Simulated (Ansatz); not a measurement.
InSe:

```
CELL_PARAMETERS angstrom
4.04733 0.00000 0.00000
-2.02366 3.50509 0.00000
0.00000 0.00000 18.05206
ATOMIC_POSITIONS crystal
In 0.33333 0.66667 0.07739
In 0.33333 0.66667 0.92261
In 0.00000 0.00000 0.42261
In 0.00000 0.00000 0.57739
Se 0.33333 0.66667 0.35298
Se 0.33333 0.66667 0.64702
Se 0.66667 0.33333 0.14700
Se 0.66667 0.33333 0.85300
```

Measurements of this composition are mostly on another form, of space group No. 160.

Base run:

- Program: Ansatz 0.2.0
- Functional: LDA
- Potentials or basis: Ansatz PAW
- Cutoff: 420 eV (not typed: the program's choice for these potentials)
- k mesh: 6 × 6 × 2
- Occupations: fermi-dirac, width 0.05 eV
- Spin: no spin polarisation

Its results: band gap on the k mesh 0.50 eV, direct; pressure -2.3 GPa; largest force 0.154 eV/Å.

The run is repeated on the same cell with these changes: functional from LDA to PBE. What comes out?

Band gap on the k mesh 0.73 eV, direct; pressure 1.4 GPa; largest force 0.238 eV/Å.

PBE binds less tightly than LDA, so the same cell stands under more pressure.

Caveats: spin-orbit coupling is left out, which moves the levels of the heavy elements; the PAW data sets come from PBE, with cores solved anew for the run's functional, which leaves a small shift of forces and pressure (some runs); this functional lacks dispersion, which binds the layers, so the pressure and a relaxed spacing across them are unreliable (some runs).
